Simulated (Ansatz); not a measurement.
# A series in volume per atom on MgS

Density functional energy, stress (positive in compression), forces and moments (in spheres) of a cell at fixed atoms, energy at zero smearing over the elements' standard states in the same functional; plane waves with PAW datasets, Gamma-centred k mesh. The results are calculated, by Ansatz 0.2.0.

Cell of the first row (space group Fm-3m, No. 225):
```
CELL_PARAMETERS angstrom
0.00000 2.50600 2.50600
2.50600 0.00000 2.50600
2.50600 2.50600 0.00000
ATOMIC_POSITIONS crystal
Mg 0.50000 0.50000 0.50000
S 0.00000 0.00000 0.00000
```

Settings of every row: functional PBE; dispersion none; spin none; wave cutoff 420 eV; k mesh 8x8x8; occupations gaussian; smearing width 0.02 eV.

Limits: the cell comes from a prototype or a list of computed structures and needn't be the stable phase.

```csv
row,volume per atom (Å³),pressure (GPa),energy over elements (eV/atom)
1,15.737,12.24,-1.3705
2,16.274,8.43,-1.405
3,16.81,5.17,-1.4276
4,17.347,2.38,-1.4401
5,18.42,-2.07,-1.4404
6,18.956,?,?
7,19.672,-5.81,-1.4088
```

Question: what pressure and energy over elements should row 6 give?

Worked fit of pressure. Take u = (V_r/V)^(2/3) − 1 with V_r = 17.078 Å³ an atom, which is twice the finite (Eulerian) strain; such expansions in the strain, on which the Birch-Murnaghan equation of state is built, carry the rest volume and the bulk modulus. The shown rows have u = 0.05603, 0.03267, 0.0106, -0.01036, -0.04918, -0.08996. Least squares give pressure = 3.724 + 133.15 × u + 323.1 × u² + 235 × u³ GPa; a parabola predicts inner rows, each left out in turn, worse (root mean square 0.03 against 0.0032 GPa). All shown rows lie on it to the printed digit. The pressure vanishes at u = -0.0301, or V = 17.88 Å³ an atom, and there the bulk modulus at fixed shape and fractions is B = −V dP/dV = (2/3)(1 + u) dP/du = 73.9 GPa. The withheld row has u = -0.06719, so the fit gives 3.724 + 133.15 × (-0.06719) + 323.1 × (-0.06719)² + 235 × (-0.06719)³ = -3.83 GPa.

The calculation gave -3.84 GPa. The fit lies 0.01 GPa (0.055 % of the column's range) above it, one unit of the last digit.

Worked fit of energy over elements. Take u = (V_r/V)^(2/3) − 1 with V_r = 17.078 Å³ an atom, which is twice the finite (Eulerian) strain; such expansions in the strain, on which the Birch-Murnaghan equation of state is built, carry the rest volume and the bulk modulus. The shown rows have u = 0.05603, 0.03267, 0.0106, -0.01036, -0.04918, -0.08996. Least squares give energy over elements = −1.43501 + 0.5949 × u + 9.901 × u² + 0.54 × u³ eV/atom; a parabola predicts inner rows, each left out in turn, worse (root mean square 6.9e-05 against 2.9e-05 eV/atom). All shown rows lie on it to the printed digit. Its lowest point lies at u = -0.0301, or V = 17.88 Å³ an atom, and the curvature there gives the bulk modulus at fixed shape and fractions, B = (4/9)(1 + u)² E″(u)/V = 73.8 GPa. The withheld row has u = -0.06719, so the fit gives −1.43501 + 0.5949 × (-0.06719) + 9.901 × (-0.06719)² + 0.54 × (-0.06719)³ = -1.4304 eV/atom.

The calculation gave -1.4305 eV/atom. The fit lies 0.0001 eV/atom (0.14 % of the column's range) above it, one unit of the last digit.
